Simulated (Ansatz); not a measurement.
# GaP (F-43m) in Ansatz: a series of runs

The runs below take GaP through single point, relaxation of cell and atoms, with RPBE, PBE.

All numbers are computed with Ansatz 0.2.0; they aren't measurements. Logs are shortened: lines on timing, memory, paths and dates and some standing lists are left out, and cuts for length are marked.

**The experiment to reproduce.**

From “Stacking defects in GaP nanowires: Electronic structure and optical properties”, 2018, arxiv:1810.01194, for a bulk crystal of GaP at 10 K: band gap 2.34 eV (indirect).

How close the calculation comes is told below.

### Step 1. The crystal as given

The structure is cubic, space group F-43m (No. 216). Conventional cell: a = 5.451 Å, b = 5.451 Å, c = 5.451 Å, α = 90.00°, β = 90.00°, γ = 90.00°. Ga (site symmetry -43m) is surrounded by 4 P at 2.36 Å. Around P (site symmetry -43m) lie 4 Ga at 2.36 Å.

### Step 2. Single point, RPBE

input.yaml

```yaml
crystal:
  lattice:
    - [0.0, 2.72525, 2.72525]
    - [2.72525, 0.0, 2.72525]
    - [2.72525, 2.72525, 0.0]
  atoms:
    - { symbol: Ga, position: [0.0, 0.0, 0.0] }
    - { symbol: P, position: [0.75, 0.75, 0.75] }
kpoints:
  mp_grid: { grid: [8, 8, 8] }
scf:
  occupations: { method: gaussian, width: 0.05 }
hamiltonian:
  xc: rpbe
  pseudopotentials: { kind: all_electron, lapw: { basis_error: 0.001 } }
output:
  forces: true
  stress: true
  eigenvalues: true
```

Potentials or basis: all-electron LAPW, scalar-relativistic.

Started as:

```
$ ansatz run input.yaml --threads 1 --pin off --max-ram 3072MiB --backend cpu --events-out ev --progress --plain --runs-dir out
```

Log:

```text
Warning: RAYON_NUM_THREADS=1 ignored (pool sized by the plan → 1); use --threads N
LAPW: plane waves up to 8.536 Å⁻¹, error target 1.0e-3 eV per atom; small_component_spin mean_spin; P in spheres of 1.060 Å, 13 of its electrons in bands, Dirac shells []; Ga in spheres of 1.300 Å, 21 of its electrons in bands, Dirac shells [] (how accurate: hamiltonian.pseudopotentials.lapw.basis_error, Limitations)
Engine: ansatz 0.2.0, x86_64-unknown-linux-gnu
Pseudopotentials: kind: all_electron
Pseudopotential: Ga, LAPW, valence charge 21, lapw/all_electron/scalar/gaussian/Ga, Koelling and Harmon's equation, gaussian nucleus
Pseudopotential: P, LAPW, valence charge 13, lapw/all_electron/scalar/gaussian/P, Koelling and Harmon's equation, gaussian nucleus
Functional definition: RPBE
  parameter kappa = 0.804
  parameter beta = 0.06672455060314922
  exchange = rpbe_x(kappa = kappa, mu = beta*pi^2/3)
  correlation = pbe_c(beta = beta)
Crystal: 2 atoms, lattice volume = 40.481 Å³
Basis set: ecut = 277.58198782663044 eV, 411 PW (Γ), exchange–correlation at level 2
Bands: 21, of which v1, the nominal top of the filled ones, is band 17 counted from 1 (16 counted from 0)
Symmetry: 24 space group operations
Space group: F-43m (ITA 216), of the structure as read, at distance tolerance 3.4e-5 Å
k-points: 29 of 512 (time reversal used)
Non-local potential: Ga, projectors of the file, none
Non-local potential: P, projectors of the file, none
Initial density: superposition of atomic densities (chi_scale 0.1, normalization cell, long waves kept (reshape's long-wave potential 0.00 eV rms))
Initial wavefunctions: plane waves of lowest kinetic energy (no species holds an atomic orbital)
Functional: x = rpbe, c = pbe(β = 0.06672455060314922)
iter 1 solved again at ethr=2.56e-3 eV; its pass at ethr=1.00e-1 eV (dr2=8.70e-1 eV) is discarded
SCF iter   1: F=—  HF=-62218.757537 eV  |F-HF|=—  |Δ(HF+E_count)|=         —  Δρ=3.92e-2  dr2=8.72e-1  ethr=2.56e-3  ⟨swp⟩=2.0  Hψ=4156  notcnv=0
preconditioner: auto → none  [insulator: Δε(μ)=2.102 eV  Ē_g=15.024 eV  σ=0.050 eV  W_gap=1.00  n_scr=14 (ndim 8)  ℏωp=24.8 eV  f_vac=0.017  D(μ)=0.00/eV (n_scr^D=0)  ε∞_Penn≈3.7]
iter 2 solved again at ethr=2.41e-4 eV; its pass at ethr=2.56e-3 eV (dr2=8.19e-2 eV) is discarded
SCF iter   2: F=—  HF=-62218.525264 eV  |F-HF|=—  |Δ(HF+E_count)|=   2.32e-1  Δρ=1.54e-2  dr2=8.18e-2  ethr=2.41e-4  ⟨swp⟩=2.0  Hψ=3134  notcnv=0
SCF iter   3: F=—  HF=-62218.510371 eV  |F-HF|=—  |Δ(HF+E_count)|=   1.49e-2  Δρ=7.15e-3  dr2=1.68e-2  ethr=2.41e-4  ⟨swp⟩=2.0  Hψ=1777  notcnv=0
SCF iter   4: F=—  HF=-62218.509900 eV  |F-HF|=—  |Δ(HF+E_count)|=         —  Δρ=1.71e-3  dr2=1.09e-3  ethr=4.93e-5  ⟨swp⟩=2.4  Hψ=1774  notcnv=0
the basis was enlarged: its passes take 251.9 KiB over the memory plan, 1 of 1 planned eigensolver slots
SCF iter   5: F=—  HF=-62218.509643 eV  |F-HF|=—  |Δ(HF+E_count)|=   2.57e-4  Δρ=3.35e-4  dr2=3.06e-5  ethr=3.20e-6  ⟨swp⟩=3.0  Hψ=1769  notcnv=0
SCF iter   6: F=—  HF=-62218.509753 eV  |F-HF|=—  |Δ(HF+E_count)|=   1.11e-4  Δρ=5.38e-5  dr2=9.00e-7  ethr=8.99e-8  ⟨swp⟩=3.0  Hψ=1778  notcnv=0
SCF iter   7: F=-62218.509758 eV  HF=-62218.509758 eV  |F-HF|=8.39e-8  |Δ(HF+E_count)|=   4.37e-6  Δρ=7.28e-6  dr2=2.72e-8  ethr=2.65e-9  ⟨swp⟩=3.0  Hψ=1778  notcnv=0
SCF 1 converged in 7 iterations: F = -62218.509758 eV  dr2 = 2.72e-8
SCF converged after 7 iterations
Free energy (F): -62218.509758 eV
Harris-Foulkes:  -62218.509758 eV  (|F-HF|=8.39e-8)
Internal energy: -62218.509758 eV  (E = F + TS)
E sigma→0 (E₀):  -62218.509758 eV
Fermi energy:    9.490582 eV
--- Per-component energies (eV) ---
  E_band       = -1788.603281
  E_kinetic    = 63295.384256
  E_xc         = -2701.226345
  E_electrostatic = -122812.667670  (all electrons and nuclei)
  E_smearing   = -0.000000  (= −TS)
  E_closure    = 0.000000  (closes the sum)
  E_atoms      = -62210.092364  (free atoms, spherical and without spin; not in F)
  Σ components = -62218.509758   (vs F -62218.509758, Δ=0.00e0)
  Basis errors (estimates in eV, not in F): energy 4.6e-4 per atom: plane waves 4.2e-4 (2.5e-4 summed), levels above the bands 0.0e0, relativity 1.3e-8, radial functions 4.0e-5, core shells 2.3e-11; eigenvalues (radial functions only) 8.9e-7; not estimated: angular momenta, meshes, grids; target (lapw.basis_error) 1.0e-3; muffin-tin radii P 1.060 Å, Ga 1.300 Å
--- Forces (eV/Å), atoms counted from 1 ---
  atom   1  Ga     0.00000000    -0.00000000    -0.00000000
  atom   2  P     -0.00000000     0.00000000    -0.00000000
  max |Σ_I F_I| component: 2.08e-17 eV/Å
--- Stress (GPa, compression-positive) ---
        4.578771      -0.000000      -0.000000
       -0.000000       4.578771       0.000000
       -0.000000       0.000000       4.578771
  P = ⅓ Tr σ = 4.5788 GPa (45.788 kbar)
--- Band table (eV; the first three rows and the last of 29) ---
  k-point 0: bands = ["-159.2909", "-134.8405", "-109.5596", "-109.5596", "-109.5596", "-85.4875", "-85.4875", "-85.4875", "-5.8784", "-5.8784", "-5.8784", "-5.7794", "-5.7794", "-3.8413", "8.6227", "8.6227", "8.6227", "10.5875", "12.5505", "12.5505", "12.5505"]
  k-point 1: bands = ["-159.2909", "-134.8405", "-109.5596", "-109.5596", "-109.5596", "-85.4875", "-85.4875", "-85.4875", "-5.8925", "-5.8736", "-5.8736", "-5.7794", "-5.7794", "-3.6390", "7.0243", "8.3948", "8.3948", "11.1759", "12.8985", "12.8985", "13.1655"]
  k-point 2: bands = ["-159.2909", "-134.8405", "-109.5596", "-109.5596", "-109.5596", "-85.4875", "-85.4875", "-85.4875", "-5.9233", "-5.8636", "-5.8636", "-5.7781", "-5.7781", "-3.0664", "4.7853", "7.9640", "7.9640", "10.8789", "13.4039", "13.4039", "15.0796"]
  k-point 28: bands = ["-159.2909", "-134.8405", "-109.5596", "-109.5596", "-109.5596", "-85.4875", "-85.4875", "-85.4875", "-5.9789", "-5.8392", "-5.8186", "-5.7941", "-5.7706", "-0.7989", "2.1225", "5.0771", "5.2355", "13.4048", "13.5373", "14.8020", "14.8599"]
```

It took 6.7 s on 1 thread of Intel Xeon Platinum 8488C (Sapphire Rapids), shared host; peak memory 0.3 GiB.

What came out:

* Free energy: -62218.5098 eV
* Pressure: 4.6 GPa
* Band gap on the k mesh: 1.74 eV, indirect (least direct gap 1.96 eV)

### Step 3. Single point, PBE

Edit input.yaml of step 2 so:

```diff
@@ -11,5 +11,5 @@
 scf:
-  occupations: { method: gaussian, width: 0.05 }
+  occupations: { method: gaussian, width: 0.027 }
 hamiltonian:
-  xc: rpbe
+  xc: pbe
   pseudopotentials: { kind: all_electron, lapw: { basis_error: 0.001 } }
```

Potentials or basis: all-electron LAPW, scalar-relativistic.

Started as:

```
$ ansatz run input.yaml --threads 1 --pin off --max-ram 3072MiB --backend cpu --events-out ev --progress --plain --runs-dir out
```

Run time: 8.2 s. Hardware: 1 thread of Intel Xeon Platinum 8488C (Sapphire Rapids), shared host; peak memory 0.3 GiB.

Results (log left out):

```
Free energy            : -62209.6730 eV
Pressure               : 2.5 GPa
Band gap on the k mesh : 1.64 eV, indirect (least direct gap 1.83 eV)
```

Levels at points of the mesh, in eV from the valence-band top:
| k point | band 13 | band 14 | band 15 | band 16 | band 17 | band 18 | band 19 | band 20 | band 21 |
| --- | --- | --- | --- | --- | --- | --- | --- | --- | --- |
| (0.00, 0.00, 0.00) | -14.43 | -12.49 | 0.00 | 0.00 | 0.00 | 1.83 | 3.89 | 3.89 | 3.89 |
| (0.00, 0.00, -0.50) | -14.42 | -10.42 | -6.63 | -1.12 | -1.12 | 1.68 | 4.72 | 4.72 | 8.28 |
| (0.00, -0.50, -0.50) | -14.40 | -9.53 | -6.75 | -2.68 | -2.68 | 1.66 | 1.83 | 10.58 | 10.58 |

### Step 4. Single point, PBE

Edit input.yaml of step 3 so:

```diff
@@ -11,3 +11,3 @@
 scf:
-  occupations: { method: gaussian, width: 0.027 }
+  occupations: { method: gaussian, width: 0.026 }
 hamiltonian:
```

Potentials or basis: all-electron LAPW, scalar-relativistic.

Started as:

```
$ ansatz run input.yaml --threads 1 --pin off --max-ram 3072MiB --backend cpu --events-out ev --progress --plain --runs-dir out
```

Log:

```text
Warning: RAYON_NUM_THREADS=1 ignored (pool sized by the plan → 1); use --threads N
LAPW: plane waves up to 8.540 Å⁻¹, error target 1.0e-3 eV per atom; small_component_spin mean_spin; P in spheres of 1.060 Å, 13 of its electrons in bands, Dirac shells []; Ga in spheres of 1.300 Å, 21 of its electrons in bands, Dirac shells [] (how accurate: hamiltonian.pseudopotentials.lapw.basis_error, Limitations)
[... 4 set-up lines as earlier in the session ...]
Functional definition: PBE
[... 2 set-up lines as earlier in the session ...]
  exchange = pbe_x(kappa = kappa, mu = beta*pi^2/3)
[... 1 set-up line as earlier in the session ...]
Crystal: 2 atoms, lattice volume = 40.481 Å³
Basis set: ecut = 277.8989088076663 eV, 411 PW (Γ), exchange–correlation at level 2
Bands: 21, of which v1, the nominal top of the filled ones, is band 17 counted from 1 (16 counted from 0)
[... 2 set-up lines as earlier in the session ...]
k-points: 29 of 512 (time reversal used)
[... 4 set-up lines as earlier in the session ...]
Functional: x = pbe(κ = 0.804, μ = 0.2195149727645171), c = pbe(β = 0.06672455060314922)
iter 1 solved again at ethr=2.47e-3 eV; its pass at ethr=1.00e-1 eV (dr2=8.41e-1 eV) is discarded
SCF iter   1: F=—  HF=-62209.939709 eV  |F-HF|=—  |Δ(HF+E_count)|=         —  Δρ=3.88e-2  dr2=8.42e-1  ethr=2.47e-3  ⟨swp⟩=2.0  Hψ=4154  notcnv=0
preconditioner: auto → none  [insulator: Δε(μ)=2.034 eV  Ē_g=15.010 eV  σ=0.026 eV  W_gap=1.00  n_scr=14 (ndim 8)  ℏωp=24.8 eV  f_vac=0.017  D(μ)=0.00/eV (n_scr^D=0)  ε∞_Penn≈3.7]
iter 2 solved again at ethr=2.36e-4 eV; its pass at ethr=2.47e-3 eV (dr2=8.03e-2 eV) is discarded
SCF iter   2: F=—  HF=-62209.698363 eV  |F-HF|=—  |Δ(HF+E_count)|=   2.41e-1  Δρ=1.53e-2  dr2=8.02e-2  ethr=2.36e-4  ⟨swp⟩=2.0  Hψ=3153  notcnv=0
SCF iter   3: F=—  HF=-62209.676769 eV  |F-HF|=—  |Δ(HF+E_count)|=   2.16e-2  Δρ=7.02e-3  dr2=1.57e-2  ethr=2.36e-4  ⟨swp⟩=2.0  Hψ=1781  notcnv=0
SCF iter   4: F=—  HF=-62209.673586 eV  |F-HF|=—  |Δ(HF+E_count)|=         —  Δρ=1.97e-3  dr2=1.47e-3  ethr=4.62e-5  ⟨swp⟩=2.0  Hψ=1781  notcnv=0
the basis was enlarged: its passes take 254.7 KiB over the memory plan, 1 of 1 planned eigensolver slots
SCF iter   5: F=—  HF=-62209.672920 eV  |F-HF|=—  |Δ(HF+E_count)|=   6.66e-4  Δρ=3.01e-4  dr2=2.43e-5  ethr=4.32e-6  ⟨swp⟩=2.0  Hψ=1666  notcnv=0
SCF iter   6: F=—  HF=-62209.672962 eV  |F-HF|=—  |Δ(HF+E_count)|=   4.16e-5  Δρ=4.72e-5  dr2=6.09e-7  ethr=7.15e-8  ⟨swp⟩=3.0  Hψ=1783  notcnv=0
SCF iter   7: F=-62209.672963 eV  HF=-62209.672963 eV  |F-HF|=1.08e-8  |Δ(HF+E_count)|=   1.48e-6  Δρ=4.42e-6  dr2=1.01e-8  ethr=1.79e-9  ⟨swp⟩=3.0  Hψ=1782  notcnv=0
SCF 1 converged in 7 iterations: F = -62209.672963 eV  dr2 = 1.01e-8
SCF converged after 7 iterations
Free energy (F): -62209.672963 eV
Harris-Foulkes:  -62209.672963 eV  (|F-HF|=1.08e-8)
Internal energy: -62209.672963 eV  (E = F + TS)
E sigma→0 (E₀):  -62209.672963 eV
Fermi energy:    9.351304 eV
--- Per-component energies (eV) ---
  E_band       = -1791.533811
  E_kinetic    = 63284.590864
  E_xc         = -2691.899901
  E_electrostatic = -122802.363927  (all electrons and nuclei)
  E_smearing   = -0.000000  (= −TS)
  E_closure    = 0.000000  (closes the sum)
  E_atoms      = -62200.568823  (free atoms, spherical and without spin; not in F)
  Σ components = -62209.672963   (vs F -62209.672963, Δ=0.00e0)
  Basis errors (estimates in eV, not in F): energy 4.4e-4 per atom: plane waves 4.1e-4 (2.4e-4 summed), levels above the bands 0.0e0, relativity 2.1e-8, radial functions 3.3e-5, core shells 1.7e-11; eigenvalues (radial functions only) 9.0e-7; not estimated: angular momenta, meshes, grids; target (lapw.basis_error) 1.0e-3; muffin-tin radii P 1.060 Å, Ga 1.300 Å
--- Forces (eV/Å), atoms counted from 1 ---
  atom   1  Ga     0.00000000    -0.00000000    -0.00000000
  atom   2  P     -0.00000000     0.00000000    -0.00000000
  max |Σ_I F_I| component: 1.27e-17 eV/Å
--- Stress (GPa, compression-positive) ---
        2.484477      -0.000000      -0.000000
       -0.000000       2.484477       0.000000
       -0.000000       0.000000       2.484477
  P = ⅓ Tr σ = 2.4845 GPa (24.845 kbar)
--- Band table (eV; the first three rows and the last of 29) ---
  k-point 0: bands = ["-159.2155", "-134.8002", "-109.6904", "-109.6904", "-109.6904", "-85.5317", "-85.5317", "-85.5317", "-5.9960", "-5.9960", "-5.9960", "-5.8970", "-5.8970", "-3.9627", "8.5292", "8.5292", "8.5292", "10.3597", "12.4178", "12.4178", "12.4178"]
  k-point 1: bands = ["-159.2155", "-134.8002", "-109.6904", "-109.6904", "-109.6904", "-85.5317", "-85.5317", "-85.5317", "-6.0100", "-5.9912", "-5.9912", "-5.8970", "-5.8970", "-3.7600", "6.9025", "8.2997", "8.2997", "10.9837", "12.7669", "12.7669", "12.9987"]
  k-point 2: bands = ["-159.2155", "-134.8002", "-109.6904", "-109.6904", "-109.6904", "-85.5317", "-85.5317", "-85.5317", "-6.0406", "-5.9812", "-5.9812", "-5.8957", "-5.8957", "-3.1861", "4.6560", "7.8672", "7.8672", "10.6896", "13.2722", "13.2722", "14.8784"]
  k-point 28: bands = ["-159.2155", "-134.8002", "-109.6904", "-109.6904", "-109.6904", "-85.5317", "-85.5317", "-85.5317", "-6.0958", "-5.9572", "-5.9362", "-5.9120", "-5.8882", "-0.9042", "1.9843", "4.9561", "5.1110", "13.2318", "13.3958", "14.6352", "14.6765"]
```

Wall time 7.8 s (1 thread of Intel Xeon Platinum 8488C (Sapphire Rapids), shared host); peak memory 0.31 GiB.

What came out:

```yaml
Free_energy: -62209.6730 eV
Pressure: 2.5 GPa
Band_gap_on_the_k_mesh: 1.64 eV, indirect (least direct gap 1.83 eV)
```

Levels at points of the mesh, in eV from the valence-band top:
```csv
k point,band 14,band 15,band 16,band 17,band 18,band 19,band 20,band 21
"(0.00, 0.00, 0.00)",-12.49,0.00,0.00,0.00,1.83,3.89,3.89,3.89
"(0.00, 0.00, -0.50)",-10.42,-6.63,-1.12,-1.12,1.68,4.72,4.72,8.28
"(0.00, -0.50, -0.50)",-9.53,-6.75,-2.68,-2.68,1.66,1.83,10.58,10.58
```

### Step 5. Relaxation of cell and atoms, RPBE

Edit input.yaml of step 4 so:

```diff
@@ -11,5 +11,5 @@
 scf:
-  occupations: { method: gaussian, width: 0.026 }
+  occupations: { method: fermi_dirac, width: 0.05 }
 hamiltonian:
-  xc: pbe
+  xc: rpbe
   pseudopotentials: { kind: all_electron, lapw: { basis_error: 0.001 } }
@@ -18,2 +18,5 @@
   stress: true
-  eigenvalues: true
+relax:
+  f_tol: 0.005
+  max_steps: 60
+  cell: {}
```

Started as:

```
$ ansatz run input.yaml --threads 1 --pin off --max-ram 3072MiB --backend cpu --events-out ev --progress --plain --runs-dir out
```

Wall time 21 s (1 thread of Intel Xeon Platinum 8488C (Sapphire Rapids), shared host); peak memory 0.33 GiB.

It converged, with:

- Free energy: -62218.5417 eV
- Relaxed volume: 21.42 Å³/atom
- Relaxed cell: a = 3.927 Å, b = 3.927 Å, c = 3.927 Å, α = 60.00°, β = 60.00°, γ = 60.00°
- Space group after relaxing (to 0.05 Å): F-43m (No. 216)
- Energy gained by relaxing: 16.0 meV/atom
- Ionic steps: 5
- Pressure after relaxing: 0.0 GPa
- Band gap on the k mesh: 1.50 eV

The path:
```
step  energy change (eV)  largest force (eV/Å)  volume (Å³)
   1              0.0000                0.0000        40.48
   2             -0.0286                0.0000        42.05
   3             -0.0320                0.0000        42.76
   4             -0.0320                0.0000        42.84
   5             -0.0320                0.0000        42.84
```

Final structure:
```xyz
2
Lattice="0.0000 2.7771 2.7771 2.7771 0.0000 2.7771 2.7771 2.7771 0.0000" Properties=species:S:1:pos:R:3 pbc="T T T"
Ga    0.0000    0.0000    0.0000
P     4.1657    4.1657    4.1657
```

### Step 6. Relaxation of cell and atoms, PBE

Edit input.yaml of step 5 so:

```diff
@@ -13,3 +13,3 @@
 hamiltonian:
-  xc: rpbe
+  xc: pbe
   pseudopotentials: { kind: all_electron, lapw: { basis_error: 0.001 } }
```

Potentials or basis: all-electron LAPW, scalar-relativistic.

Started as:

```
$ ansatz run input.yaml --threads 1 --pin off --max-ram 3072MiB --backend cpu --events-out ev --progress --plain --runs-dir out
```

Run time: 18 s. Hardware: 1 thread of Intel Xeon Platinum 8488C (Sapphire Rapids), shared host; peak memory 0.34 GiB.

The run converged. Its results:

```yaml
Free_energy: -62209.6823 eV
Relaxed_volume: 20.85 Å³/atom
Relaxed_cell: a = 3.892 Å, b = 3.892 Å, c = 3.892 Å, α = 60.00°, β = 60.00°, γ = 60.00°
Space_group_after_relaxing_to_0.05_Å: F-43m (No. 216)
Energy_gained_by_relaxing: 4.7 meV/atom
Ionic_steps: 4
Pressure_after_relaxing: 0.0 GPa
Band_gap_on_the_k_mesh: 1.59 eV
```

The path:
```tsv
step	energy change (eV)	largest force (eV/Å)	volume (Å³)
1	0.0000	0.0000	40.48
2	-0.0084	0.0000	41.33
3	-0.0094	0.0000	41.70
4	-0.0094	0.0000	41.70
```

Final structure:
```
CELL_PARAMETERS angstrom
0.00000 2.75239 2.75239
2.75239 0.00000 2.75239
2.75239 2.75239 0.00000
ATOMIC_POSITIONS crystal
Ga 0.00000 0.00000 0.00000
P 0.75000 0.75000 0.75000
```

A k mesh can miss the band edges. Zero-point motion and thermal expansion aren't in these numbers.

### Step 7. The runs side by side

```tsv
task	level	cell	cutoff (eV)	smearing	gap on the mesh (eV)	pressure (GPa)	relaxed volume (Å³/atom)
single point	RPBE	as given	278	gaussian 0.05 eV	1.74	4.6	-
single point	PBE	as given	278	gaussian 0.027 eV	1.64	2.5	-
single point	PBE	as given	278	gaussian 0.026 eV	1.64	2.5	-
relaxation of cell and atoms	RPBE	relaxed	-	fermi-dirac 0.05 eV	1.50	0.0	21.42
relaxation of cell and atoms	PBE	relaxed	-	fermi-dirac 0.05 eV	1.59	0.0	20.85
```

Alike in all rows: potentials or basis all-electron LAPW, scalar-relativistic; no spin polarisation; k mesh 8 × 8 × 8; basis error allowed 0.001 eV/atom.

On the cell as given the gap runs from 1.64 eV (PBE) to 1.74 eV (RPBE). The pressure there spans 2.5 GPa (PBE) to 4.6 GPa (RPBE); a positive pressure means that this level wants a larger cell, a negative one a smaller.

Compare energies only between runs with the same functional and basis.

### Step 8. How close it comes

Step 2. Measured gap of GaP: 2.34 eV (indirect; 10 K; quoted in “Stacking defects in GaP nanowires: Electronic structure and optical properties”, 2018, arxiv:1810.01194). This calculation gives 1.74 eV (-0.60 eV). Spin-orbit coupling on Ga is left out. The value is that of RPBE on a finite k mesh, which can miss the band edges, without temperature or zero-point motion. Semilocal functionals fall short of measured gaps as a rule.

Step 3. A measured gap of GaP is 2.34 eV (indirect; 10 K; quoted in “Stacking defects in GaP nanowires: Electronic structure and optical properties”, 2018, arxiv:1810.01194); the calculated 1.64 eV misses it by -0.70 eV. Spin-orbit coupling on Ga is left out. The value is that of PBE on a finite k mesh, which can miss the band edges, without temperature or zero-point motion. Semilocal functionals fall short of measured gaps as a rule.

Step 4. Measured gap of GaP: 2.34 eV (indirect; 10 K; quoted in “Stacking defects in GaP nanowires: Electronic structure and optical properties”, 2018, arxiv:1810.01194). This calculation gives 1.64 eV (-0.70 eV). Spin-orbit coupling on Ga is left out. The value is that of PBE on a finite k mesh, which can miss the band edges, without temperature or zero-point motion. Semilocal functionals fall short of measured gaps as a rule.
